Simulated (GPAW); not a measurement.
HfN:

```
CELL_PARAMETERS angstrom
0.00000 2.25600 2.25600
2.25600 0.00000 2.25600
2.25600 2.25600 0.00000
ATOMIC_POSITIONS crystal
Hf 0.00000 0.00000 0.00000
N 0.50000 0.50000 0.50000
```

* Program: GPAW 26.7.0
* Task: relaxation of cell and atoms
* Functional: LDA
* Potentials or basis: the program's PAW data sets (release 1.2.1) made for this functional
* Cutoff: 800 eV
* Basis: pw
* k mesh: 10 × 10 × 10
* Occupations: fermi-dirac, width 0.05 eV
* Spin: no spin polarisation

At the start: pressure -8.9 GPa; volume 11.48 Å³/atom.

Task: How do energy, volume and symmetry change on relaxing?

Result: Over 4 steps the energy falls by 8.7 meV/atom and the volume is 11.13 Å³/atom (-3.0 %); space group Fm-3m (No. 225, to 0.05 Å).

Step by step:
| step | energy change (eV) | largest force (eV/Å) | pressure (GPa) | volume (Å³) |
| --- | --- | --- | --- | --- |
| 1 | 0.0000 | 0.0000 | -8.95 | 22.96 |
| 2 | -0.0126 | 0.0000 | -5.13 | 22.65 |
| 3 | -0.0172 | 0.0000 | 0.20 | 22.25 |
| 4 | -0.0173 | 0.0000 | 0.00 | 22.26 |

Final structure:
```
Hf N
1.0
     0.00000    2.23285    2.23285
     2.23285    0.00000    2.23285
     2.23285    2.23285    0.00000
Hf N
1 1
Cartesian
  0.0000 0.0000 0.0000
  2.2329 2.2329 2.2329
```

Caveat: later steps reuse the first step's grids.
